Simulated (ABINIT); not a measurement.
Write an ASE script for ABINIT 10.8.3 (patched build) that does the following.

```yaml
Task: relaxation of cell and atoms
Functional: PBE
Potentials_or_basis: JTH PAW PBE v2.0
Cutoff: 408 eV
k_mesh: 7 × 7 × 9
Occupations: fermi-dirac, width 0.05 eV
Spin: no spin polarisation
Cutoff_smearing_ecutsm_Ha: 0.5
Optimiser: BFGS
Force_threshold_eV/Å: 0.02
Fine-grid_cutoff: 816.342 eV
```

Crystal: Ti.

```
Ti
1.0
     4.56737    0.00000    0.00000
    -2.28369    3.95546    0.00000
     0.00000    0.00000    2.82624
Ti
3
Cartesian
  2.2837 1.3185 1.4131
  0.0000 2.6370 1.4131
  0.0000 0.0000 0.0000
```

This isn't the form of Ti at room conditions, which is hcp.

These files were run (other wordings do the same):

run.py

```python
import json, os
import numpy as np
from ase.optimize import BFGS
from ase.filters import FrechetCellFilter
from ase.units import GPa
from ase.calculators.abinit import Abinit, AbinitProfile
from ase import Atoms

atoms = Atoms(['Ti', 'Ti', 'Ti'],
              cell=[[4.5673748306, 0.0, 0.0], [-2.2836874153, 3.9554626319, 0.0], [0.0, 0.0, 2.82624427]],
              scaled_positions=[[0.6666666667, 0.3333333333, 0.5], [0.3333333333, 0.6666666667, 0.5], [0.0, 0.0, 0.0]],
              pbc=True)

profile = AbinitProfile(command='abinit', pp_paths=[os.path.abspath('pseudos')])
params = dict(
    pps='pawxml', xc='PBE',
    chksymtnons=0,
    tolsym=1e-05,
    ecut=408.1708,
    pawecutdg=816.3416,
    pawxcdev=0,
    pawovlp=-1,
    kptopt=1,
    ngkpt=[7, 7, 9],
    nshiftk=1,
    shiftk=[0.0, 0.0, 0.0],
    ixc=11,
    nband=22,
    occopt=3,
    tsmear=0.05,
    nstep=100,
    tolvrs=1e-09,
    prtwf=0,
    prtden=0,
    ecutsm=0.5,
)

atoms.calc = Abinit(profile=profile, directory='run', **params)
opt = BFGS(FrechetCellFilter(atoms), trajectory='opt.traj')
converged = opt.run(fmax=0.02, steps=30)
print('converged', converged)
print('cell (A)', np.round(atoms.cell[:], 5).tolist())
energy = atoms.get_potential_energy()
forces = atoms.get_forces()
stress = atoms.get_stress()
print(f'energy {energy:.6f} eV')
print('forces (eV/A)')
print(np.round(forces, 5))
print('stress (GPa, Voigt, tension positive)', np.round(stress / GPa, 4))
json.dump(dict(energy=energy, forces=forces.tolist(), stress=stress.tolist(), cell=atoms.cell.tolist(), frac=atoms.get_scaled_positions(wrap=False).tolist()), open('results.json', 'w'))
```

Potentials or basis: JTH PAW PBE v2.0.

Command:

```bash
$ python run.py
```

It gave:

The relaxed volume is 17.18 Å³/atom. The relaxed cell is a = 4.582 Å, b = 4.582 Å, c = 2.834 Å, α = 90.00°, β = 90.00°, γ = 120.00° and the space group after relaxing (to 0.05 Å) is P6/mmm (No. 191). The energy gained by relaxing is 0.6 meV/atom, the ionic steps are 3 and the pressure after relaxing is 0.0 GPa. The band gap on the k mesh is none (metal or under the smearing width) and the valence electrons inside the program's atomic spheres are Ti 10.22, 10.10 (radii [1.2214] Å).

Caveat: the log and the count of SCF iterations are those of the last ABINIT call alone.

Wall time 120 s on 1 thread of Arm Neoverse V1 (shared host), peak memory 0.12 GiB.
